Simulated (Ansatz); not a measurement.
# Diffusion barrier of O in BaTiO3

How high is the barrier in BaTiO3 when interstitial O hops to an equivalent place? Supercell of 40 sites with charge +2; relaxed ends, then a climbing-image band.

Computed with Ansatz 0.2.0 (DFT PBE, scalar-relativistic, plane waves, PAW, unless a step's input says otherwise).

1 further run of the same task is left out (set aside as unsound or not needed).

**1. The starting structure**

Symmetry: Pm-3m, No. 221, cubic system. The conventional cell has a = 4.019 Å, b = 4.019 Å, c = 4.019 Å, α = 90.00°, β = 90.00°, γ = 90.00°. Ba (site symmetry m-3m) is surrounded by 12 O at 2.84 Å. Ti (site symmetry m-3m) is surrounded by 6 O at 2.01 Å. Around O (site symmetry 4/mmm) lie 2 Ti at 2.01 Å and 4 Ba at 2.84 Å.

Coordinates:

```cif
data_structure
_symmetry_space_group_name_H-M 'P 1'
_symmetry_Int_Tables_number 1
_cell_length_a 4.0192
_cell_length_b 4.0192
_cell_length_c 4.0192
_cell_angle_alpha 90.000
_cell_angle_beta 90.000
_cell_angle_gamma 90.000
_cell_volume 64.93
loop_
_atom_site_label
_atom_site_type_symbol
_atom_site_fract_x
_atom_site_fract_y
_atom_site_fract_z
_atom_site_occupancy
Ba1 Ba 0.50000 0.50000 0.50000 1
Ti1 Ti 0.00000 0.00000 0.00000 1
O1 O 0.50000 0.00000 0.00000 1
O2 O 0.00000 0.50000 0.00000 1
O3 O 0.00000 0.00000 0.50000 1
```

This cell was relaxed beforehand with the same method: volume 12.99 Å³/atom, gap on the mesh 1.78 eV.

**2. The defect cell, relaxed**

The supercell's rows are -2 0 0; 0 2 0; 0 0 -2 in vectors of the relaxed cell. Atom 17 is the O that will move.

input.yaml reads:

```yaml
crystal:
  lattice:
    - [-8.0384963557, 0.0, 0.0]
    - [0.0, 8.0384963557, 0.0]
    - [0.0, 0.0, -8.0384963557]
  atoms:
    - { symbol: Ba, position: [0.25, 0.25, 0.25] }
    - { symbol: Ba, position: [0.25, 0.25, 0.75] }
    - { symbol: Ba, position: [0.25, 0.75, 0.25] }
    - { symbol: Ba, position: [0.25, 0.75, 0.75] }
    - { symbol: Ba, position: [0.75, 0.25, 0.25] }
    - { symbol: Ba, position: [0.75, 0.25, 0.75] }
    - { symbol: Ba, position: [0.75, 0.75, 0.25] }
    - { symbol: Ba, position: [0.75, 0.75, 0.75] }
    - { symbol: Ti, position: [0.0, 0.5, 0.0] }
    - { symbol: Ti, position: [0.0, 0.5, 0.5] }
    - { symbol: Ti, position: [0.0, 0.0, 0.0] }
    - { symbol: Ti, position: [0.0, 0.0, 0.5] }
    - { symbol: Ti, position: [0.5, 0.5, 0.0] }
    - { symbol: Ti, position: [0.5, 0.5, 0.5] }
    - { symbol: Ti, position: [0.5, 0.0, 0.0] }
    - { symbol: Ti, position: [0.5, 0.0, 0.5] }
    - { symbol: O, position: [0.25, 0.5, 0.5] }
    - { symbol: O, position: [0.25, 0.5, 1.0] }
    - { symbol: O, position: [0.25, 0.0, 0.5] }
    - { symbol: O, position: [0.25, 0.0, 1.0] }
    - { symbol: O, position: [0.75, 0.5, 0.5] }
    - { symbol: O, position: [0.75, 0.5, 1.0] }
    - { symbol: O, position: [0.75, 0.0, 0.5] }
    - { symbol: O, position: [0.75, 0.0, 1.0] }
    - { symbol: O, position: [0.5, 0.25, 1.0] }
    - { symbol: O, position: [0.5, 0.75, 0.5] }
    - { symbol: O, position: [0.5, 0.75, 1.0] }
    - { symbol: O, position: [1.0, 0.25, 0.5] }
    - { symbol: O, position: [1.0, 0.25, 1.0] }
    - { symbol: O, position: [1.0, 0.75, 0.5] }
    - { symbol: O, position: [1.0, 0.75, 1.0] }
    - { symbol: O, position: [0.5, 0.5, 0.25] }
    - { symbol: O, position: [0.5, 0.5, 0.75] }
    - { symbol: O, position: [0.5, 0.0, 0.25] }
    - { symbol: O, position: [0.5, 0.0, 0.75] }
    - { symbol: O, position: [1.0, 0.5, 0.25] }
    - { symbol: O, position: [1.0, 0.5, 0.75] }
    - { symbol: O, position: [1.0, 0.0, 0.25] }
    - { symbol: O, position: [1.0, 0.0, 0.75] }
total_charge: 2
basis:
  ecutwfc: 420
  xc_grid: 2
kpoints:
  mp_grid: { grid: [2, 2, 2], shift: [0.5, 0.5, 0.5] }
hamiltonian:
  xc: pbe
scf:
  occupations: { method: gaussian, width: 0.02 }
output:
  forces: true
  stress: false
  eigenvalues: true
  write_density: true
  write_potential: true
  elf: true
  volumetric_format: npy
relax:
  adjacent_minimum: "off"
  f_tol: 0.02
  max_steps: 60
```

The run is started by

```
> ansatz run input.yaml --threads 4 --pin off --max-ram 10240MiB --backend cpu --events-out ev --progress --plain --runs-dir out
```

The session goes on with these runs: relaxing the second end; nudged elastic band, a jump of 2.63 Å.

Q: Predict the outcome of this session.

As calculated:

| quantity | value |
| --- | --- |
| jump of 2.63 Å: barrier forwards | 0.37 eV |
| jump of 2.63 Å: barrier backwards | 0.37 eV |
| jump of 2.63 Å: second end relative to first | 0.000 eV |
| jump of 2.63 Å: highest image | 3 of 0 to 6, climbing |
| jump of 2.63 Å: band iterations | 29 |
| jump of 2.63 Å: neighbours of O at the start; at the top | 1 Ti at 1.96 Å, 1 Ti at 2.07 Å, 2 O at 2.75 Å, 2 Ba at 2.82 Å, 1 O at 2.83 Å; 1 Ti at 1.74 Å, 2 Ba at 2.49 Å, 2 O at 2.65 Å, 2 O at 3.06 Å |

In words: Along this path the system climbs 0.37 eV from the first end (14 kT at 300 K). The ends differ by 1 meV at most. The band dips to -0.15 eV at image 1, below both ends, so a lower minimum lies on the way, and the climb from that dip is 0.53 eV. The input switches the test of curvatures off, so the top was not shown to be a first-order saddle. An image lies below the start, so the start is not the lowest place along this path. In a cell of 40 sites the barrier is good to about a tenth of an eV.
